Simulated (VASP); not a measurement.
## MgTe: RPA correlation energy with PBE

The system is MgTe.

```
CELL_PARAMETERS angstrom
0.00000 3.23200 3.23200
3.23200 0.00000 3.23200
3.23200 3.23200 0.00000
ATOMIC_POSITIONS crystal
Te 0.25000 0.25000 0.25000
Mg 0.00000 0.00000 0.00000
```

The cell comes from a database or a generator and needn't be the stable form of this composition.

| Property | Result |
| --- | --- |
| Program | VASP 6.6.1 |
| Task | RPA correlation energy |
| Functional | PBE |
| Potentials or basis | VASP PAW PBE potentials, release 64 (Te_GW, Mg_GW) |
| Cutoff | 350 eV |
| k mesh | 3 × 3 × 3 |
| Occupations | gaussian, width 0.05 eV |
| Spin | no spin polarisation |
| Cutoff of the response function | 250 |
| Frequency points | 8 |
| Further INCAR settings | ALGO = ACFDT; EDIFF = 1e-08; NBANDS = 1018 |

The band gap on the k mesh, mean-field level is 2.39 eV, direct. The RPA correlation energy is -5.292 eV/atom, the RPA total energy per cell is -21.371 eV and the RPA correlation energy per cell is -10.585 eV.

Levels at points of the mesh, in eV from the valence-band top:
```
           k point  band 1  band 2  band 3  band 4  band 5  band 6  band 7  band 8
(0.00, 0.00, 0.00)  -10.17    0.00    0.00    0.00    2.39    5.42    5.42    5.42
```

Run time: 9.7 min on 1 thread of Intel(R) Xeon(R) Platinum 8375C CPU @ 2.90GHz (Ice Lake), with other jobs on the host, peak memory 0.64 GiB.

Caveat: the k mesh is coarse (spacing up to 0.56 Å⁻¹), so the values aren't converged; spin-orbit coupling is left out, which moves the levels of the heavy elements.
